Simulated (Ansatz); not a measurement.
# MoSe2: the cost of one run

Method: DFT PBE+D3(BJ), scalar-relativistic, plane waves, PAW, in Ansatz 0.2.0.

2 further runs of the same task are left out: 2 set aside as unsound or not needed.

## (1) The system as given

It takes space group P6_3/mmc (No. 194, hexagonal). The conventional cell has a = 3.277 Å, b = 3.277 Å, c = 12.734 Å, α = 90.00°, β = 90.00°, γ = 120.00°. Around Mo (site symmetry -6m2) lie 6 Se at 2.53 Å. Se (site symmetry 3m) is surrounded by 3 Mo at 2.53 Å.

Structure file:

```cif
data_structure
_symmetry_space_group_name_H-M 'P 1'
_symmetry_Int_Tables_number 1
_cell_length_a 3.2770
_cell_length_b 3.2770
_cell_length_c 12.7339
_cell_angle_alpha 90.000
_cell_angle_beta 90.000
_cell_angle_gamma 120.000
_cell_volume 118.43
loop_
_atom_site_label
_atom_site_type_symbol
_atom_site_fract_x
_atom_site_fract_y
_atom_site_fract_z
_atom_site_occupancy
Mo1 Mo 0.66667 0.33333 0.25004 1
Mo2 Mo 0.33333 0.66667 0.74996 1
Se1 Se 0.33333 0.66667 0.38150 1
Se2 Se 0.66667 0.33333 0.88143 1
Se3 Se 0.33333 0.66667 0.11857 1
Se4 Se 0.66667 0.33333 0.61850 1
```

It goes back to an entry of the Materials Project, which need not be the stable form.

This cell was relaxed beforehand with the same method: volume 19.74 Å³/atom, gap on the mesh 0.77 eV.

## (2) Zero of energy

Reference values: F = -31795.1737 eV; pressure 0.00 GPa; largest force 0.001 eV/Å; gap on the mesh 0.77 eV. It was computed beforehand with the settings of the runs below.

## (3) The scan: freezing in a mode

Mode 12 of the phonon run on this cell, counted from the lowest, is frozen in: each atom moves by x times its row below, so x is the largest displacement.

```
atom     ux     uy      uz
 Mo1  0.000  0.000   0.000
 Mo2  0.000  0.000   0.000
 Se3  0.000  0.000  -1.000
 Se4  0.000  0.000  -1.000
 Se5  0.000  0.000   1.000
 Se6  0.000  0.000   1.000
```

## (4) Point x = -0.300 Å

File input.yaml:

```yaml
crystal:
  lattice:
    - [3.2770014, 0.0, 0.0]
    - [-1.6385007, 2.8379664606, 0.0]
    - [0.0, 0.0, 12.733901963]
  atoms:
    - { symbol: Mo, position: [0.6666666667, 0.3333333333, 0.2500355062] }
    - { symbol: Mo, position: [0.3333333333, 0.6666666667, 0.7499644938] }
    - { symbol: Se, position: [0.3333333333, 0.6666666667, 0.4050630026] }
    - { symbol: Se, position: [0.6666666667, 0.3333333333, 0.9049770308] }
    - { symbol: Se, position: [0.3333333333, 0.6666666667, 0.0950229692] }
    - { symbol: Se, position: [0.6666666667, 0.3333333333, 0.5949369974] }
basis:
  ecutwfc: 420
kpoints:
  mp_grid: { grid: [12, 12, 2] }
hamiltonian:
  xc: pbe
  dispersion: d3bj
scf:
  occupations: { method: gaussian, width: 0.05 }
output:
  forces: true
  stress: true
  eigenvalues: true
  write_density: true
  write_potential: true
  elf: true
  volumetric_format: npy
```

Started as:

```
ansatz run input.yaml --threads 2 --pin off --max-ram 5120MiB --backend cpu --events-out ev --progress --plain --runs-dir out
```

What time and memory should one allow on 2 threads of Intel Xeon at 2.70GHz, shared host?

About 11 s, with a peak of 0.56 GiB.
